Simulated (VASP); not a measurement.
P, 2 atoms in the cell. It takes space group Imma (No. 74, orthorhombic). The conventional cell has a = 3.383 Å, b = 5.030 Å, c = 3.718 Å, α = 90.00°, β = 90.00°, γ = 90.00°. Around P (site symmetry mm2) lie 4 P at 2.24 to 2.55 Å. This isn't the form of P at room conditions, which is orthorhombic.

| Property | Result |
| --- | --- |
| Program | VASP 6.6.1 |
| Task | electron localisation function |
| Functional | PBE |
| Dispersion | TS |
| Potentials or basis | VASP PAW PBE potentials, release 64 (P_GW) |
| Cutoff | 600 eV |
| k mesh | 11 × 11 × 11 |
| Occupations | fermi-dirac, width 0.05 eV |
| Spin | no spin polarisation |
| Further INCAR settings | ALGO = Normal; EDIFF = 1e-07 |

Potentials or basis: VASP PAW PBE potentials, release 64 (P_GW).

Run with:

```bash
$ cat potpaw_PBE.64/P_GW/POTCAR > POTCAR
$ mpirun -np 1 vasp_std > vasp.out
```

Hardware: 1 thread of Intel(R) Xeon(R) Platinum 8375C CPU @ 2.90GHz (Ice Lake), with other jobs on the host.

Q: Estimate the wall time of this run.

A: It took 58 s on 1 thread of Intel(R) Xeon(R) Platinum 8375C CPU @ 2.90GHz (Ice Lake) (shared host), peak memory 0.22 GiB. Counts: scf iterations 13, k points 216.
